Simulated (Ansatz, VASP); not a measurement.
**GaP in VASP and in Ansatz**

INCAR

```
SYSTEM = GaP
PREC = Accurate ; ENCUT = 520
EDIFF = 1E-6 ; ISMEAR = 0
SIGMA = 0.01 ; LREAL = .False.
LASPH = .True. ; NELM = 100
ALGO = Normal ; ISIF = 2
LWAVE = .False. ; LCHARG = .False.
GGA = B5 ; ALDAX = 1.0
AGGAX = 1.0 ; AGGAC = 1.0
ALDAC = 0.0 ; NBANDS = 16
```

File KPOINTS:

```
Automatic mesh
0
Gamma
  8 8 8
  0 0 0
```

The input POSCAR:

```
GaP
1.0
    0.0000000000      2.7252500000      2.7252500000
    2.7252500000      0.0000000000      2.7252500000
    2.7252500000      2.7252500000      0.0000000000
Ga P
1 1
Direct
    0.0000000000      0.0000000000      0.0000000000
    0.2500000000      0.2500000000      0.2500000000
```

Input for Ansatz:

```yaml
crystal:
  lattice:
    - [0.0, 2.72525, 2.72525]
    - [2.72525, 0.0, 2.72525]
    - [2.72525, 2.72525, 0.0]
  atoms:
    - { symbol: Ga, position: [0.0, 0.0, 0.0] }
    - { symbol: P, position: [0.25, 0.25, 0.25] }
basis:
  ecutwfc: 510.0
kpoints:
  mp_grid:
    grid: [8, 8, 8]
    shift: [0.0, 0.0, 0.0]
hamiltonian:
  xc: blyp
  pseudopotentials:
    kind: paw
scf:
  occupations:
    method: fixed
output:
  stress: true
  eigenvalues: true
```

Alike in both runs: task single point; functional BLYP; k mesh 8 × 8 × 8; no spin polarisation.

|  | VASP | Ansatz |
| --- | --- | --- |
| version | VASP 6.6.1 | Ansatz 0.2.0 |
| potentials or method | VASP PAW PBE potentials, release 64 (Ga_d, P) | plane waves, PAW |
| plane-wave cutoff (eV) | 520 | 510 |
| occupations | gaussian, width 0.01 eV | fixed |
| valence electrons in the cell | 18 | 18 |

```csv
,VASP,Ansatz,Ansatz less VASP
gap on the k mesh at the Fermi level (eV),1.68,1.67,-0.016
pressure (GPa),6.5,6.3,-0.20
```

Caveats: the PAW data sets were made with another functional, which shifts forces and pressure a little (VASP). A k mesh can miss the band edges. A hybrid or GW would open this gap; BLYP tends to underestimate it.
